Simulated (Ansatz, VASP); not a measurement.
One calculation of WC, two programs

POSCAR

```
WC
1.0
    0.0000000000      2.1630495024      2.1630495024
    2.1630495024      0.0000000000      2.1630495024
    2.1630495024      2.1630495024      0.0000000000
W C
1 1
Direct
    0.0000000000      0.0000000000      0.0000000000
    0.5000000000      0.5000000000      0.5000000000
```

File INCAR.step1:

```
PREC = Accurate
ENCUT = 520
ISMEAR = -1
SIGMA = 0.05
LREAL = False
LASPH = True
NELM = 60
NBANDS = 16
GGA = PE
ALGO = Normal
EDIFF = 1E-4
LWAVE = True
LCHARG = False
```

The input INCAR.step2:

```
PREC = Accurate
ENCUT = 520
EDIFF = 1E-6
ISMEAR = -1
SIGMA = 0.05
LREAL = False
LASPH = True
NELM = 60
ALGO = Normal
ISIF = 2
LWAVE = False
LCHARG = True
METAGGA = R2SCAN
LMIXTAU = True
LELF = True
LVHAR = True
NBANDS = 16
ISTART = 1
```

KPOINTS

```
regular mesh
0
Gamma
  10 10 10
```

Contents of input.yaml:

```yaml
crystal:
  lattice:
    - [0.0, 2.1630495024, 2.1630495024]
    - [2.1630495024, 0.0, 2.1630495024]
    - [2.1630495024, 2.1630495024, 0.0]
  atoms:
    - { symbol: W, position: [0.0, 0.0, 0.0] }
    - { symbol: C, position: [0.5, 0.5, 0.5] }
hamiltonian:
  xc: r2scan
  pseudopotentials: { kind: paw }
kpoints:
  mp_grid: { grid: [10, 10, 10] }
scf:
  occupations: { method: fermi_dirac, width: 0.05 }
output:
  forces: true
  stress: true
  eigenvalues: true
```

Measurements of this composition are mostly on another form, of space group No. 187.

Alike in both runs: task single point; functional r2SCAN; k mesh 10 × 10 × 10; occupations fermi-dirac, width 0.05 eV; no spin polarisation.

```csv
,VASP,Ansatz
version,VASP 6.6.1,Ansatz 0.2.0
potentials or method,"VASP PAW PBE potentials, release 64 (W_sv, C)",Ansatz PAW
plane-wave cutoff (eV),520,500
valence electrons in the cell,18,18
```

Ansatz gave:

* gap on the k mesh at the Fermi level (eV): none
* pressure (GPa): 10.6

Estimate VASP's values.

gap on the k mesh at the Fermi level (eV): none; pressure (GPa): 12.5.

A gap of «none» marks a metal or a gap that the smearing closes. The functional is the same, so the differences come from potentials, cutoffs and numerics.

Caveats: the PAW data sets were made with another functional, which shifts forces and pressure a little (VASP); the PAW data sets come from PBE, with cores solved anew for the run's functional, which leaves a small shift of forces and pressure (Ansatz). Spin-orbit coupling is left out, which matters for the levels of W.
